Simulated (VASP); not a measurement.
# SnSe2 (P-3m1) in VASP: single point with r2SCAN

Aim: the single point of SnSe2 with r2SCAN.

Program: VASP 6.6.1. These are calculated values, not measurements. Logs are shortened: lines on timing, memory, paths and dates and some standing lists are left out, and cuts for length are marked.

## Step 1: The structure

The structure is trigonal, space group P-3m1 (No. 164). Conventional cell: a = 3.841 Å, b = 3.841 Å, c = 6.526 Å, α = 90.00°, β = 90.00°, γ = 120.00°. Sn (site symmetry -3m) has 6 Se at 2.72 Å as nearest neighbours. Se (site symmetry 3m) has 3 Sn at 2.72 Å as nearest neighbours.

## Step 2: Single point, r2SCAN

Contents of POSCAR:

```
SnSe2
1.0
    3.8407286968      0.0000000000      0.0000000000
   -1.9203643484      3.3261686204      0.0000000000
    0.0000000000      0.0000000000      6.5263459053
Sn Se
1 2
Direct
    0.0000000000      0.0000000000      0.0000000000
    0.3333333333      0.6666666667      0.2411469470
    0.6666666667      0.3333333333      0.7588530530
```

Contents of INCAR.step1:

```
PREC = Accurate ; ENCUT = 520
ISMEAR = 0 ; SIGMA = 0.02
LREAL = False ; LASPH = True
NELM = 100 ; NBANDS = 20
GGA = PE ; ALGO = Normal
EDIFF = 1E-4 ; LWAVE = True
LCHARG = False
```

Contents of INCAR.step2:

```
PREC = Accurate ; ENCUT = 520
EDIFF = 1E-6 ; ISMEAR = 0
SIGMA = 0.02 ; LREAL = False
LASPH = True ; NELM = 100
ALGO = Normal ; ISIF = 2
LWAVE = False ; LCHARG = False
METAGGA = R2SCAN ; LMIXTAU = True
NBANDS = 20 ; ISTART = 1
```

Contents of KPOINTS:

```
regular mesh
0
Gamma
  9 9 4
```

Potentials or basis: VASP PAW PBE potentials, release 64 (Sn_d, Se).

The run is started by

```
cat potpaw_PBE.64/Sn_d/POTCAR potpaw_PBE.64/Se/POTCAR > POTCAR
cp INCAR.step1 INCAR
mpirun -np 1 vasp_std > vasp.out
cp INCAR.step2 INCAR
mpirun -np 1 vasp_std > vasp.out
```

OUTCAR:

```text
PREC = Accurate
   ENCUT = 520
   EDIFF = 1E-6
   ISMEAR = 0
   LREAL = False
   LASPH = True
   NELM = 100
   ISIF = 2
   METAGGA = R2SCAN
   ISTART = 1

 ion  position               nearest neighbor table
   1  0.000  0.000  0.000-   2 2.72   3 2.72   2 2.72   3 2.72   3 2.72   2 2.72
   2  0.333  0.667  0.241-   1 2.72   1 2.72   1 2.72
   3  0.667  0.333  0.759-   1 2.72   1 2.72   1 2.72

  LATTYP: Found a hexagonal cell.
 ALAT       =     3.8407286968
 C/A-ratio  =     1.6992467890

  Lattice vectors:

 A1 = (   3.8407286968,   0.0000000000,   0.0000000000)
 A2 = (  -1.9203643484,   3.3261686204,   0.0000000000)
 A3 = (   0.0000000000,   0.0000000000,   6.5263459053)

Analysis of symmetry for initial positions (statically):
=====================================================================
 Subroutine PRICEL returns:
 Original cell was already a primitive cell.

 Routine SETGRP: Setting up the symmetry group for a
 hexagonal supercell.

 Subroutine GETGRP returns: Found 12 space group operations
 (whereof 12 operations were pure point group operations)
 out of a pool of 24 trial point group operations.

The static configuration has the point symmetry D_3d.

Analysis of symmetry for dynamics (positions and initial velocities):
=====================================================================
 Subroutine PRICEL returns:
 Original cell was already a primitive cell.

 Routine SETGRP: Setting up the symmetry group for a
 hexagonal supercell.

 Subroutine GETGRP returns: Found 12 space group operations
 (whereof 12 operations were pure point group operations)
 out of a pool of 24 trial point group operations.

The dynamic configuration has the point symmetry D_3d.

 Subroutine INISYM returns: Found 12 space group operations
 (whereof 12 operations are pure point group operations),
 and found     1 'primitive' translations

----------------------------------------------------------------------------------------

                                     Primitive cell

  volume of cell :      83.3735

  direct lattice vectors                    reciprocal lattice vectors
     3.840728697  0.000000000  0.000000000     0.260367258  0.150323107  0.000000000
    -1.920364348  3.326168620  0.000000000     0.000000000  0.300646213  0.000000000
     0.000000000  0.000000000  6.526345905     0.000000000  0.000000000  0.153225099

  length of vectors
     3.840728697  3.840728697  6.526345905     0.300646213  0.300646213  0.153225099

  position of ions in fractional coordinates (direct lattice)
     0.000000000  0.000000000  0.000000000
     0.333333333  0.666666667  0.241146947
     0.666666667  0.333333333  0.758853053

  ion indices of the primitive-cell ions
   primitive index   ion index
                 1           1
                 2           2
                 3           3

----------------------------------------------------------------------------------------

 KPOINTS: regular mesh

Automatic generation of k-mesh.
 Grid dimensions read from file:
 generate k-points for:    9    9    4

 Generating k-lattice:

  Cartesian coordinates                     Fractional coordinates (reciprocal lattice)
     0.028929695  0.016702567  0.000000000     0.111111111 -0.000000000  0.000000000
     0.000000000  0.033405135  0.000000000     0.000000000  0.111111111  0.000000000
     0.000000000  0.000000000  0.038306275     0.000000000  0.000000000  0.250000000

  Length of vectors
     0.033405135  0.033405135  0.038306275

  Shift w.r.t. Gamma in fractional coordinates (k-lattice)
     0.000000000  0.000000000  0.000000000

 Subroutine IBZKPT returns following result:
 ===========================================

 Found     43 irreducible k-points:

 Following reciprocal coordinates:
            Coordinates               Weight
  0.000000  0.000000  0.000000      1.000000
  0.111111 -0.000000  0.000000      6.000000
  0.222222 -0.000000  0.000000      6.000000
  0.333333 -0.000000  0.000000      6.000000
  0.444444 -0.000000  0.000000      6.000000
  0.111111  0.111111  0.000000      6.000000
[... 16 lines left out ...]
  0.222222  0.111111  0.250000     12.000000
 -0.111111  0.333333  0.250000     12.000000
 [... further k-points ...]
   k-points           NKPTS =     43   k-points in BZ     NKDIM =     43   number of bands    NBANDS=     20
   number of dos      NEDOS =    301   number of ions     NIONS =      3
   total plane-waves  NPLWV =  45000
   dimension x,y,z NGX =    30 NGY =   30 NGZ =   50
   dimension x,y,z NGXF=    60 NGYF=   60 NGZF=  100
   ions per type =               1   2
   NGX,Y,Z   is equivalent  to a cutoff of  12.99, 12.99, 12.74 a.u.
   NGXF,Y,Z  is equivalent  to a cutoff of  25.97, 25.97, 25.47 a.u.
 SYSTEM =  unknown system
   PREC   = accura    normal or accurate (medium, high low for compatibility)
   ISTART =      1    job   : 0-new  1-cont  2-samecut
   ICHARG =      0    charge: 1-file 2-atom 10-const
   ISPIN  =      1    spin polarized calculation?
   LNONCOLLINEAR =      F non collinear calculations
   LSORBIT =      F    spin-orbit coupling
   LASPH  =      T    aspherical Exc in radial PAW
   ENCUT  =  520.0 eV  38.22 Ry    6.18 a.u.   7.14  7.14 12.13*2*pi/ulx,y,z
   NELM   =    100;   NELMIN=  2; NELMDL=  0     # of ELM steps
   EDIFF  = 0.1E-05   stopping-criterion for ELM
   LREAL  =      F    real-space projection
   EDIFFG = 0.1E-04   stopping-criterion for IOM
   NSW    =      0    number of steps for IOM
   IBRION =     -1    ionic relax: 0-MD 1-quasi-New 2-CG
   NFREE  =      0    steps in history (QN), initial steepest desc. (CG)
   ISIF   =      2    stress and relaxation
   ISYM   =      2    0-nonsym 1-usesym 2-fastsym
   POTIM  = 0.5000    time-step for ionic-motion
   TEBEG  =    0.0;   TEEND  =   0.0 temperature during run
   PSTRESS=    0.0 pullay stress
   NELECT =      26.0000    total number of electrons
   NUPDOWN=      -1.0000    fix difference up-down
   EMIN   =  10.00;   EMAX   =-10.00  energy-range for DOS
   EFERMI =   0.00;   METHOD = LEGACY
   ISMEAR =     0;   SIGMA  =   0.02  broadening in eV -4-tet -1-fermi 0-gaus
   EFERMI_NEDOS =   21; number of points for ismear=-14 and -15
   IALGO  =     38    algorithm
   IMIX   =      4    mixing-type and parameters
     AMIX     =   0.40;   BMIX     =  1.00
     AMIX_MAG =   1.60;   BMIX_MAG =  1.00
  volume/ion in A,a.u.               =      27.79       187.54
  Fermi-wavevector in a.u.,A,eV,Ry     =   1.110171  2.097919 16.768909  1.232480
  Thomas-Fermi vector in A             =   2.246720
   LORBIT       =      0    0 simple, 1 ext, 2 COOP (PROOUT), +10 PAW based schemes
   METAGGA = R2SCAN    functional components
   LHFCALC =     F    Hartree Fock is set to
   AEXX    =    0.0000 exact exchange contribution
   IVDW    =     0    specifies the selected vdW correction
   LEPSILON=     F    determine dielectric tensor
   LRPA    =     F    only Hartree local field effects (RPA)
 non-spin polarized calculation
 Gauss-broadening in eV      SIGMA  =   0.02
  energy-cutoff  :      520.00
  volume of cell :       83.37
 maximum number of plane-waves:      2274
 NGX is ok and might be reduce to    30
   NGX = 15   NGY = 15   NGZ = 25

 number of electron      25.9999988 magnetization

 Free energy of the ion-electron system (eV)
  ---------------------------------------------------
  ext. energy  EPLUGINS =         0.00000000
  ---------------------------------------------------
  free energy    TOTEN  =       -54.63880815 eV

  energy without entropy =      -54.63880815  energy(sigma->0) =      -54.63880815

 E-fermi :   3.1280     XC(G=0):  -9.5845

 val. band max:        3.0121274910   @ k =   0.1111  -0.0000   0.2500
 cond. band min:       4.1039425856   @ k =   0.0000   0.4444   0.2500
 fundamental gap:      1.0918150946
 Fermi energy:         3.1279870815

 k-point     1 :       0.0000    0.0000    0.0000
  band No.  band energies     occupation
      1     -18.7830      2.00000
      2     -18.7830      2.00000
      3     -18.7283      2.00000
      4     -18.7211      2.00000
      5     -18.7211      2.00000
      6     -11.0640      2.00000
[... 12 lines left out ...]
     19      12.5748      0.00000
     20      12.5748      0.00000

 k-point     2 :       0.1111   -0.0000    0.0000
  band No.  band energies     occupation
      1     -18.7890      2.00000
      2     -18.7792      2.00000
      3     -18.7257      2.00000
      4     -18.7229      2.00000
      5     -18.7201      2.00000
      6     -10.9420      2.00000
[... 12 lines left out ...]
     19      11.8684      0.00000
     20      12.7748      0.00000

 k-point     3 :       0.2222   -0.0000    0.0000
  band No.  band energies     occupation
      1     -18.8054      2.00000
      2     -18.7711      2.00000
      3     -18.7305      2.00000
      4     -18.7159      2.00000
      5     -18.7148      2.00000
      6     -10.5922      2.00000
[... 12 lines left out ...]
     19      11.9503      0.00000
     20      12.7928      0.00000

 k-point     4 :       0.3333   -0.0000    0.0000
  band No.  band energies     occupation
      1     -18.8253      2.00000
      2     -18.7653      2.00000
      3     -18.7367      2.00000
      4     -18.7079      2.00000
      5     -18.7036      2.00000
      6     -10.0789      2.00000
[... 12 lines left out ...]
     19      12.5414      0.00000
     20      13.0611      0.00000

 k-point     5 :       0.4444   -0.0000    0.0000
  band No.  band energies     occupation
      1     -18.8385      2.00000
      2     -18.7632      2.00000
      3     -18.7405      2.00000
      4     -18.7008      2.00000
      5     -18.6962      2.00000
      6      -9.5797      2.00000
[... 12 lines left out ...]
     19      13.0599      0.00000
     20      13.8227      0.00000
[... 353 lines left out ...]
      6      -9.5508      2.00000
[... 12 lines left out ...]
     19      12.5062      0.00000
     20      14.3129      0.00000

 k-point    22 :       0.1111    0.1111    0.2500
  band No.  band energies     occupation
      1     -18.7987      2.00000
      2     -18.7750      2.00000
      3     -18.7269      2.00000
      4     -18.7220      2.00000
      5     -18.7149      2.00000
      6     -10.6587      2.00000
[... 12 lines left out ...]
     19      11.7581      0.00000
     20      12.3584      0.00000

 k-point    23 :       0.2222    0.1111    0.2500
  band No.  band energies     occupation
      1     -18.8143      2.00000
      2     -18.7711      2.00000
      3     -18.7318      2.00000
      4     -18.7167      2.00000
      5     -18.7047      2.00000
      6     -10.2265      2.00000
[... 12 lines left out ...]
     19      11.9454      0.00000
     20      12.9020      0.00000

 k-point    24 :      -0.1111    0.3333    0.2500
  band No.  band energies     occupation
      1     -18.8143      2.00000
      2     -18.7711      2.00000
      3     -18.7318      2.00000
      4     -18.7168      2.00000
      5     -18.7047      2.00000
      6     -10.2263      2.00000
[... 12 lines left out ...]
     19      11.2706      0.00000
     20      12.6378      0.00000

 [... further k-points ...]
[... 5 lines left out ...]
  --------------------------------------------------------------------------------------
  -------------------------------------------------------------------------------------
  Total        0.0250838      0.0250838      0.0265917      0.0000000     -0.0000000      0.0000000
  in kB        0.4820311      0.4820311      0.5110083      0.0000000     -0.0000000      0.0000000
  external PRESSURE =       0.4916902 kB  Pullay stress =       0.0000000 kB

 VOLUME and BASIS-vectors are now :
 -----------------------------------------------------------------------------
  energy-cutoff  :      520.00
  volume of cell :       83.37
      direct lattice vectors                 reciprocal lattice vectors
     3.840728697  0.000000000  0.000000000     0.260367258  0.150323107  0.000000000
    -1.920364348  3.326168620  0.000000000     0.000000000  0.300646213  0.000000000
     0.000000000  0.000000000  6.526345905     0.000000000  0.000000000  0.153225099

 POSITION                                       TOTAL-FORCE (eV/Angst)
 -----------------------------------------------------------------------------------
      0.00000      0.00000      0.00000        -0.000000      0.000000      0.000000
     -0.00000      2.21745      1.57381         0.000000     -0.000000      0.012449
      1.92036      1.10872      4.95254        -0.000000      0.000000     -0.012449
 -----------------------------------------------------------------------------------
    total drift:                                0.000000     -0.000000     -0.000000

  FREE ENERGIE OF THE ION-ELECTRON SYSTEM (eV)
  ---------------------------------------------------
  free  energy   TOTEN  =       -54.6388081515 eV

  energy  without entropy=      -54.6388081515  energy(sigma->0) =      -54.63880815
```

Wall time 2 min (1 thread of Intel Xeon 6975P-C (Granite Rapids), shared host); peak memory 0.25 GiB.

Results:

| Quantity | Value |
| --- | --- |
| Free energy | -54.6388 eV |
| Pressure | 0.0 GPa |
| Largest force | 0.012 eV/Å |
| Band gap on the k mesh | 1.09 eV, indirect (least direct gap 1.46 eV) |

Forces in eV/Å, atoms in the order of the input:
```
Sn   0.000  0.000  0.000
Se   0.000  0.000  0.012
Se   0.000  0.000 -0.012
```

Caveat: the PAW data sets were made with another functional, which shifts forces and pressure a little; spin-orbit coupling is left out, which moves the levels of the heavy elements; an odd mesh through Γ misses points on the zone boundary, where band edges often lie.
